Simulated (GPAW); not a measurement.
Runs of GPAW 26.7.0 on Fe. Symmetry: Im-3m, No. 229, cubic system. Conventional cell: a = 2.886 Å, b = 2.886 Å, c = 2.886 Å, α = 90.00°, β = 90.00°, γ = 90.00°. Fe (site symmetry m-3m) has 8 Fe at 2.50 Å as nearest neighbours. 

```tsv
task	level	potentials or basis	cell	smearing	optimizer	fmax	max steps	convergence	target pressure	gap on the mesh (eV)	pressure (GPa)	moment (μB)	relaxed volume (Å³/atom)
relaxation of cell and atoms	revPBE	the program's PAW data sets (release 1.2.1) made for this functional, pw	relaxed	fermi-dirac 0.05 eV	BFGS	0.01 eV/Å	60	density=1e-05 forces=0.0001	-	none	0.0	2.20	11.73
relaxation of cell and atoms	RPBE	the program's PAW data sets (release 1.2.1) made for this functional, pw	relaxed to 20 GPa	fermi-dirac 0.05 eV	BFGS	0.05 eV/Å	40	density=1e-05 forces=0.0001	20 GPa	none	19.8	2.07	-
band structure	PBEsol	PAW data sets generated in the run's folder for this functional, pw	as given	fermi-dirac 0.05 eV	-	-	-	-	-	-	-16.0	(a)	-
band structure	LDA	the program's PAW data sets (release 1.2.1) made for this functional, pw	as given	fermi-dirac 0.05 eV	-	-	-	-	-	-	-25.5	2.20	-
band structure	revPBE	the program's PAW data sets (release 1.2.1) made for this functional, pw	as given	fermi-dirac 0.05 eV	-	-	-	-	-	-	(b)	2.29	-
band structure	RPBE	the program's PAW data sets (release 1.2.1) made for this functional, pw	as given	fermi-dirac 0.05 eV	-	-	-	-	-	-	-1.3	2.30	-
relaxation of cell and atoms	PBEsol	PAW data sets generated in the run's folder for this functional, pw	relaxed	fermi-dirac 0.05 eV	BFGS	0.01 eV/Å	40	density=1e-05 forces=0.0001	-	none	0.0	2.07	10.94
single point	RPBE	the program's PAW data sets (release 1.2.1) made for this functional, pw	as given	gaussian 0.1 eV	-	-	-	-	-	none	-1.3	2.30	-
```

Alike in all rows: spin collinear, ferromagnetic start; k mesh 13 × 13 × 13; cutoff (eV) 600.

Task: Fill in the values left out.

Result: (a) 2.26; (b) -3.1.

Caveats: each step starts from the last one's moments, so a moment once lost doesn't come back (some runs); later steps reuse the first step's grids (some runs); so large a pressure means that the cell lies far from this level's equilibrium, or that cutoff or potentials fall short (some runs).

A gap of «none» marks a metal or a gap under the smearing width.

Runs at the PBE level aren't shown here.
